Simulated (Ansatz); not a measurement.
# Relaxation of Ce

Aim: in Ce, a crystal from a database, its volume scaled a little, relax the atoms in a fixed cell, then read levels, charges and fields where it ends.

Method: DFT, PBE, no spin polarisation, plane waves, PAW, in Ansatz 0.2.0.

## 1. The cell

The structure is orthorhombic, space group Cmcm (No. 63). The conventional cell has a = 3.094 Å, b = 6.007 Å, c = 5.246 Å, α = 90.00°, β = 90.00°, γ = 90.00°. Around Ce (site symmetry m2m) lie 4 Ce at 2.91 to 3.09 Å.

Symmetry-reduced, conventional setting; the input below types the cell that was run:

```cif
data_structure
_symmetry_space_group_name_H-M 'Cmcm'
_symmetry_Int_Tables_number 63
_cell_length_a 3.0940
_cell_length_b 6.0070
_cell_length_c 5.2460
_cell_angle_alpha 90.000
_cell_angle_beta 90.000
_cell_angle_gamma 90.000
_cell_volume 97.50
loop_
_atom_site_label
_atom_site_type_symbol
_atom_site_symmetry_multiplicity
_atom_site_Wyckoff_symbol
_atom_site_fract_x
_atom_site_fract_y
_atom_site_fract_z
_atom_site_occupancy
Ce1 Ce 4 c 0.50000 0.60500 0.75000 1
```

It starts from an earlier solution of the starting cell (checkpoint.read).

## 2. The relaxation

Contents of input.yaml:

```yaml
crystal:
  lattice:
    - [1.547, 3.0035, 0.0]
    - [1.547, -3.0035, 0.0]
    - [0.0, 0.0, -5.246]
  atoms:
    - { symbol: Ce, position: [0.105, 0.895, 0.75] }
    - { symbol: Ce, position: [0.895, 0.105, 0.25] }
kpoints:
  mp_grid: { grid: [8, 8, 5], shift: [0, 0, 0] }
magnetization:
  spin_polarized: false
scf:
  occupations: { method: methfessel_paxton, width: 0.1412 }
  lower_state_search: "off"
hamiltonian:
  pseudopotentials: { kind: paw }
  xc: pbe
basis:
  ecutwfc: 420
  fft_grid_basis: typed
relax:
  max_steps: 80
output:
  forces: true
  stress: true
  eigenvalues: true
  bader: true
  populations: true
  elf: true
  write_potential: true
  volumetric_format: npy
  dos:
    e_range: [-12, 8]
    de: 0.05
    projected: { site_lists: { Ce: [Ce] } }
  write_density: true
checkpoint:
  read: saved_state
```

Launch:

```sh
ansatz run input.yaml --threads 2 --pin off --max-ram 3584MiB --backend cpu --events-out ev --progress --plain --runs-dir out
```

**Question.** What will these runs give? Wanted: moves; energy gained; largest move; pressure left in the fixed cell; character.

**Answer**, as computed:

```
                                                 quantity                value
                                                    moves                    1
                                            energy gained         1.9 meV/atom
                                             largest move          0.02 Å (Ce)
                     space group (0.01 Å), before / after          Cmcm / Cmcm
                          pressure left in the fixed cell              3.0 GPa
                                                character                metal
density of states, mean within 0.25 eV of the Fermi level  5.8 per eV per cell
```

In words: In the fixed cell the largest move of an atom is 0.02 Å; the energy fell by 1.9 meV per atom. The fixed cell still holds a mean pressure of 3.0 GPa, so it would expand if let free. The run held to 8 symmetry operations, so a lower structure without them is not ruled out. The cell is metallic; within 0.25 eV of the Fermi level the density of states averages 5.8 per eV per cell, mostly Ce f (80 %) and Ce d (16 %).

Keep in mind: no spin polarisation, so a magnetic state may lie lower; the SCF threshold is loose for a stress.
